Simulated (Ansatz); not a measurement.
# W (Pbcm) in Ansatz: equation of state, part 2 of 2

Ansatz 0.2.0. Earlier steps stand in the parts before.

## 5. Single point, PBEsol, 16.82 Å³/atom

input.yaml

```yaml
crystal:
  lattice:
    - [2.809662, 0.0, 0.0]
    - [0.0, 4.86387, 0.0]
    - [0.0, 0.0, 4.923695]
  atoms:
    - { symbol: W, position: [0.793172, 0.936843, 0.75] }
    - { symbol: W, position: [0.206828, 0.436843, 0.75] }
    - { symbol: W, position: [0.206828, 0.063157, 0.25] }
    - { symbol: W, position: [0.793172, 0.563157, 0.25] }
hamiltonian:
  xc: pbesol
  pseudopotentials: { kind: paw }
kpoints:
  mp_grid: { grid: [9, 6, 6] }
scf:
  occupations: { method: fermi_dirac, width: 0.05 }
output:
  forces: true
  stress: true
  eigenvalues: true
  write_density: true
  write_potential: true
  elf: true
  volumetric_format: npy
```

Potentials or basis: Ansatz PAW.

The run is started by

```console
$ ansatz run input.yaml --threads 2 --pin off --max-ram 5632MiB --backend cpu --events-out ev --progress --plain --runs-dir out
```

Log:

```text
Warning: RAYON_NUM_THREADS=2 ignored (pool sized by the plan → 2); use --threads N
Engine: ansatz 0.2.0, aarch64-unknown-linux-gnu
Pseudopotentials: kind: paw
Pseudopotential: W, paw, valence charge 14, recommended cutoff 420 eV (normal), W.paw.azcp
Functional definition: PBEsol
  exchange = pbesol_x
  correlation = pbesol_c
Crystal: 4 atoms, lattice volume = 67.286 Å³
Basis set: ecut = 420 eV, 1321 PW (Γ), exchange–correlation on 40×72×72 points (8 copies of the dense FFT grid, shifted against one another)
Bands: 34, of which v1, the nominal top of the filled ones, is band 28 counted from 1 (27 counted from 0)
Symmetry: 8 space group operations
Space group: Pbcm (ITA 57), of the structure as read, at distance tolerance 4.1e-5 Å
k-points: 80 of 324
Non-local potential: W, projectors of the file, l = 0: 3, l = 1: 2, l = 2: 2, l = 3: 1
PAW form: soft (Blöchl's): semilocal exchange-correlation on the pseudo side does not see the compensation charge
PAW frozen core: W, regenerated for the run's functional, and the local potential with it (the file was generated under x = pbe(κ = 0.804, μ = 0.2195149727645171), c = pbe(β = 0.06672455060314922))
PAW one-centre angular grid: W, 590 points (default); XC on 64 Gauss nodes
Initial density: superposition of atomic densities (neutral atoms: chi_scale 0, normalization atom), corrected by the library's trained network
Initial wavefunctions: pseudopotential atomic-orbital guess
Functional: x = pbesol(κ = 0.804, μ = 0.12345679012345678), c = pbesol(β = 0.046)
SCF iter   1: F=—  HF=-41024.139791 eV  |F-HF|=—  |Δ(HF+E_count)|=         —  Δρ=6.88e-3  dr2=2.22e-2  ethr=1.77e-3  ⟨swp⟩=4.7  Hψ=10647  notcnv=0
preconditioner: auto → Kerker (q_TF=auto, 2.646 Å⁻¹)  [metal: Δε(μ)=0.009 eV  Ē_g=4.605 eV  σ=0.050 eV  W_gap=0.05  n_scr=22 (ndim 8)  ℏωp=22.2 eV  f_vac=0.000  D(μ)=3.33/eV (n_scr^D=38)]
SCF iter   2: F=—  HF=-41024.135531 eV  |F-HF|=—  |Δ(HF+E_count)|=   4.26e-3  Δρ=4.13e-3  dr2=8.78e-3  ethr=3.97e-5  ⟨swp⟩=1.0  Hψ=3361  notcnv=0
SCF iter   3: F=—  HF=-41024.132990 eV  |F-HF|=—  |Δ(HF+E_count)|=   2.54e-3  Δρ=5.31e-4  dr2=1.49e-4  ethr=1.57e-5  ⟨swp⟩=2.1  Hψ=3666  notcnv=0
SCF iter   4: F=—  HF=-41024.132948 eV  |F-HF|=—  |Δ(HF+E_count)|=   4.16e-5  Δρ=8.25e-5  dr2=1.89e-6  ethr=2.66e-7  ⟨swp⟩=2.3  Hψ=3858  notcnv=0
SCF iter   5: F=—  HF=-41024.132937 eV  |F-HF|=—  |Δ(HF+E_count)|=   1.17e-5  Δρ=1.31e-5  dr2=8.08e-8  ethr=3.37e-9  ⟨swp⟩=2.4  Hψ=4067  notcnv=0
SCF iter   6: F=-41024.132937 eV  HF=-41024.132937 eV  |F-HF|=3.57e-10  |Δ(HF+E_count)|=   6.36e-9  Δρ=1.86e-6  dr2=1.39e-9  ethr=1.44e-10  ⟨swp⟩=6.3  Hψ=16503  notcnv=0
the search or the solves at the SCF's close seem to have found levels that the self-consistency loop had missed (the run counts 1). By its estimate they hold under 1e-12 electrons; where the run keeps them, the occupations were computed again with them
SCF 1 converged in 6 iterations: F = -41024.132937 eV  dr2 = 1.39e-9
SCF converged after 6 iterations
Free energy (F): -41024.132937 eV
Harris-Foulkes:  -41024.132937 eV  (|F-HF|=3.57e-10)
Internal energy: -41024.105856 eV  (E = F + TS)
E sigma→0 (E₀):  -41024.119396 eV
Entropy (-TS):   -0.027080 eV (-6.770 meV/atom)
Fermi energy:    20.670269 eV
--- Per-component energies (eV) ---
  E_band       = -409.996043
  E_kinetic    = 1793.397599
  E_local      = -2607.417495  (includes V_loc(G=0)·N_el)
  E_nonlocal   = 13.693674
  E_hartree    = 924.068760
  E_xc         = -1057.188799
  E_vxc        = -949.781409  (∫ρ·V_xc dr)
  E_paw        = -33743.918635  (= ΣΔE_a)
  E_vpaw       = -508.025997  (= ΣTr[D̂ρ^β])
  E_aug_tail   = -0.000257  (compensation charges beyond the density's cutoff)
  E_ewald      = -6347.627874
  E_core_change = 0.887169  (= ΣΔE_core)
  E_smearing   = -0.027080  (= −TS)
  E_closure    = -0.000000  (closes the sum)
  Σ components = -41024.132937   (vs F -41024.132937, Δ=0.00e0)
--- Forces (eV/Å), atoms counted from 1 ---
  atom   1  W     -0.00926734     0.06924210     0.00000000
  atom   2  W      0.00926734     0.06924210     0.00000000
  atom   3  W      0.00926734    -0.06924210     0.00000000
  atom   4  W     -0.00926734    -0.06924210     0.00000000
  max |Σ_I F_I| component: 2.78e-17 eV/Å
--- Stress (GPa, compression-positive) ---
      -10.120584       0.000000       0.000000
        0.000000     -11.132615       0.000000
        0.000000       0.000000     -10.760020
  P = ⅓ Tr σ = -10.6711 GPa (-106.711 kbar)
--- Band table (eV; the first three rows and the last of 80) ---
  k-point 0: bands = ["-53.0785", "-53.0011", "-52.9678", "-52.9189", "-17.8893", "-17.8335", "-17.7334", "-17.4813", "-17.0311", "-16.9087", "-16.8686", "-16.8618", "-16.7917", "-16.7293", "-16.6896", "-16.6753", "11.6787", "14.9382", "15.5281", "15.8666", "15.9635", "18.8589", "20.0374", "20.0755", "20.2229", "20.2941", "20.3067", "20.3277", "20.3775", "20.5276", "21.2001", "22.2108", "23.1042", "24.0234"]
  k-point 1: bands = ["-53.0734", "-53.0063", "-52.9645", "-52.9222", "-17.8967", "-17.7737", "-17.7548", "-17.4266", "-17.0333", "-16.9421", "-16.9242", "-16.8718", "-16.7779", "-16.7259", "-16.6922", "-16.6817", "11.9421", "14.8410", "15.2301", "16.0133", "16.4801", "18.6422", "18.7703", "19.8602", "20.0649", "20.1401", "20.1880", "20.3154", "20.6901", "21.0956", "21.7353", "22.4660", "23.2894", "24.0850"]
  k-point 2: bands = ["-53.0593", "-53.0205", "-52.9556", "-52.9312", "-17.8950", "-17.8069", "-17.6082", "-17.2989", "-17.1460", "-17.0283", "-16.9646", "-16.8989", "-16.7517", "-16.7183", "-16.6993", "-16.6992", "12.6662", "14.4428", "15.2351", "16.0149", "17.1349", "17.5595", "18.5857", "19.0000", "19.8840", "19.9836", "20.2944", "20.3632", "20.8566", "21.3951", "22.4127", "23.1282", "23.6398", "23.7126"]
  k-point 79: bands = ["-52.9499", "-52.9499", "-52.9499", "-52.9499", "-17.8133", "-17.8133", "-17.8133", "-17.8133", "-17.1338", "-17.1338", "-17.1338", "-17.1338", "-16.9607", "-16.9607", "-16.9607", "-16.9607", "15.3529", "15.3529", "15.3529", "15.3529", "17.3845", "17.3845", "17.3845", "17.3845", "21.2197", "21.2197", "21.2197", "21.2197", "22.7536", "22.7536", "22.7536", "22.7536", "25.2766", "25.2766"]
```

v_z.tsv:

```text
# z_ang	v_es[eV]	v_tot[eV]
# format = ansatz-planar-average/11
# xc	pbesol
# density_cutoff_ev	1680
# datasets	W=:simpson_from_first_knot:soft:shift=-887417
# lattice	2.809662000	0.000000000	0.000000000
# lattice	0.000000000	4.863870000	0.000000000
# lattice	0.000000000	0.000000000	4.923695000
# sites	4
# site	74	2.228545228	4.556682562	3.692771250
# site	74	0.581116772	2.124747562	3.692771250
# site	74	0.581116772	0.307187438	1.230923750
# site	74	2.228545228	2.739122438	1.230923750
0.000000	2.017532e1	9.447212e0
0.136769	1.969777e1	8.902722e0
0.273539	1.814217e1	7.066729e0
0.410308	1.532979e1	3.644583e0
0.547077	1.154616e1	-1.092731e0
0.683847	7.436312e0	-6.401127e0
[... 28 lines left out ...]
4.650156	1.814217e1	7.066729e0
4.786926	1.969777e1	8.902722e0
```

Run time: 5.4 s. Hardware: 2 threads of Arm Neoverse V1, shared host; peak memory 0.41 GiB.

Results:

```yaml
Free_energy: -41024.1329 eV
Pressure: -10.7 GPa
Largest_force: 0.070 eV/Å
Band_gap_on_the_k_mesh: none (metal or under the smearing width)
```

Caveat: the PAW data sets come from PBE, with cores solved anew for the run's functional, which leaves a small shift of forces and pressure.

## 6. Single point, PBEsol, 17.16 Å³/atom (volume scaled by 1.02)

Changes to input.yaml since step 5:

```diff
@@ -2,5 +2,5 @@
   lattice:
-    - [2.809662, 0.0, 0.0]
-    - [0.0, 4.86387, 0.0]
-    - [0.0, 0.0, 4.923695]
+    - [2.8282695754, 0.0, 0.0]
+    - [0.0, 4.8960819983, 0.0]
+    - [0.0, 0.0, 4.9563032019]
   atoms:
```

Potentials or basis: Ansatz PAW.

The run is started by

```console
$ ansatz run input.yaml --threads 2 --pin off --max-ram 5632MiB --backend cpu --events-out ev --progress --plain --runs-dir out
```

It took 5.7 s on 2 threads of Arm Neoverse V1, shared host; peak memory 0.41 GiB.

Results (log left out):

```
Free energy            : -41024.0228 eV
Pressure               : -15.5 GPa
Largest force          : 0.098 eV/Å
Band gap on the k mesh : none (metal or under the smearing width)
```

Caveat: the PAW data sets come from PBE, with cores solved anew for the run's functional, which leaves a small shift of forces and pressure.

## 7. Single point, PBEsol, 17.49 Å³/atom (volume scaled by 1.04)

Changes to input.yaml since step 6:

```diff
@@ -2,5 +2,5 @@
   lattice:
-    - [2.8282695754, 0.0, 0.0]
-    - [0.0, 4.8960819983, 0.0]
-    - [0.0, 0.0, 4.9563032019]
+    - [2.8466354769, 0.0, 0.0]
+    - [0.0, 4.9278756295, 0.0]
+    - [0.0, 0.0, 4.9884878908]
   atoms:
```

The run is started by

```console
$ ansatz run input.yaml --threads 2 --pin off --max-ram 5632MiB --backend cpu --events-out ev --progress --plain --runs-dir out
```

Wall time 5.8 s (2 threads of Arm Neoverse V1, shared host); peak memory 0.42 GiB.

It converged, with:

| Quantity | Value |
| --- | --- |
| Free energy | -41023.8745 eV |
| Pressure | -19.8 GPa |
| Largest force | 0.157 eV/Å |
| Band gap on the k mesh | none (metal or under the smearing width) |

Caveat: the PAW data sets come from PBE, with cores solved anew for the run's functional, which leaves a small shift of forces and pressure.

## 8. Single point, PBEsol, 17.83 Å³/atom (volume scaled by 1.06)

Changes to input.yaml since step 7:

```diff
@@ -2,5 +2,5 @@
   lattice:
-    - [2.8466354769, 0.0, 0.0]
-    - [0.0, 4.9278756295, 0.0]
-    - [0.0, 0.0, 4.9884878908]
+    - [2.8647674019, 0.0, 0.0]
+    - [0.0, 4.9592642186, 0.0]
+    - [0.0, 0.0, 5.0202625557]
   atoms:
@@ -21,5 +21 @@
   eigenvalues: true
-  write_density: true
-  write_potential: true
-  elf: true
-  volumetric_format: npy
```

The run is started by

```console
$ ansatz run input.yaml --threads 2 --pin off --max-ram 5632MiB --backend cpu --events-out ev --progress --plain --runs-dir out
```

It took 4.3 s on 2 threads of Arm Neoverse V1, shared host; peak memory 0.41 GiB.

The run converged. Its results:

| Item | Value |
| --- | --- |
| Free energy | -41023.6918 eV |
| Pressure | -23.6 GPa |
| Largest force | 0.219 eV/Å |
| Band gap on the k mesh | none (metal or under the smearing width) |

Caveat: the PAW data sets come from PBE, with cores solved anew for the run's functional, which leaves a small shift of forces and pressure.

## 9. Equation of state, PBEsol

Potentials or basis: Ansatz PAW.

No new run: the results of the series are fitted here.

Results:

- Equilibrium volume: 16.18 Å³/atom
- Bulk modulus at fixed shape and positions: 298 GPa
- Pressure derivative of the bulk modulus: 4.2

Energy against volume, from the lowest point:
| volume (Å³/atom) | energy (meV/atom) |
| --- | --- |
| 15.812 | 8.09 |
| 16.149 | 0.00 |
| 16.485 | 5.07 |
| 16.822 | 21.97 |
| 17.158 | 49.50 |
| 17.494 | 86.59 |
| 17.831 | 132.24 |

Caveat: the cell was scaled at fixed shape and fractional positions, which overstates the stiffness of a crystal with free parameters, most of all of layers and chains. Spin-orbit coupling is left out, which matters for the levels of W.
